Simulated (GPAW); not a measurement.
Crystal: ZnS (Wurtzite-2H).

```
Zn S
1.0
     3.81100    0.00000    0.00000
    -1.90550    3.30042    0.00000
     0.00000    0.00000    6.23400
Zn S
2 2
Direct
  0.66667 0.33333 0.50000
  0.33333 0.66667 0.00000
  0.66667 0.33333 0.88500
  0.33333 0.66667 0.38500
```

* Program: GPAW 26.7.0
* Task: relaxation of cell and atoms
* Functional: RPBE
* Dispersion: D4
* Potentials or basis: the program's PAW data sets (release 1.2.1) made for this functional
* Cutoff: 600 eV
* Basis: pw
* k mesh: 6 × 6 × 3
* Occupations: fermi-dirac, width 0.05 eV
* Spin: no spin polarisation

At the start: pressure -0.6 GPa; volume 19.60 Å³/atom.

Question: Where does the relaxation end?

Answer: Over 28 steps the energy falls by 6.2 meV/atom and the volume is 19.37 Å³/atom (-1.2 %); space group P6_3mc (No. 186, to 0.05 Å).

The path:
```tsv
step	energy change (eV)	largest force (eV/Å)	pressure (GPa)	volume (Å³)
1	0.0000	0.3380	-0.64	78.41
2	-0.0051	0.3030	-0.64	78.36
3	-0.0131	0.2324	-0.61	78.27
4	-0.0204	0.1268	-0.53	78.13
5	-0.0232	0.0065	-0.37	77.95
6	-0.0232	0.0055	-0.37	77.94
7	-0.0233	0.0042	-0.36	77.93
8	-0.0234	0.0021	-0.34	77.91
9	-0.0235	0.0006	-0.31	77.88
10	-0.0236	0.0035	-0.29	77.85
11	-0.0237	0.0066	-0.25	77.81
12	-0.0238	0.0099	-0.22	77.77
13	-0.0239	0.0132	-0.17	77.73
14	-0.0241	0.0161	-0.12	77.67
15	-0.0242	0.0182	-0.06	77.61
16	-0.0243	0.0186	0.01	77.54
17	-0.0244	0.0166	0.07	77.47
18	-0.0244	0.0116	0.12	77.41
19	-0.0245	0.0043	0.16	77.37
20	-0.0245	0.0039	0.16	77.36
21	-0.0245	0.0038	0.16	77.37
22	-0.0245	0.0035	0.15	77.37
23	-0.0245	0.0030	0.14	77.38
24	-0.0245	0.0024	0.13	77.39
25	-0.0246	0.0017	0.12	77.41
26	-0.0246	0.0009	0.10	77.43
27	-0.0246	0.0002	0.08	77.45
28	-0.0246	0.0010	0.06	77.47
```

Final structure:
```yaml
crystal:
  lattice:
    - [3.79218, 0.00000, 0.00000]
    - [-1.89609, 3.28413, 0.00000]
    - [0.00000, 0.00000, 6.22045]
  atoms:
    - { symbol: Zn, position: [0.66667, 0.33333, 0.50541] }
    - { symbol: Zn, position: [0.33333, 0.66667, 0.00541] }
    - { symbol: S, position: [0.66667, 0.33333, 0.87960] }
    - { symbol: S, position: [0.33333, 0.66667, 0.37960] }
```

Caveat: later steps reuse the first step's grids.
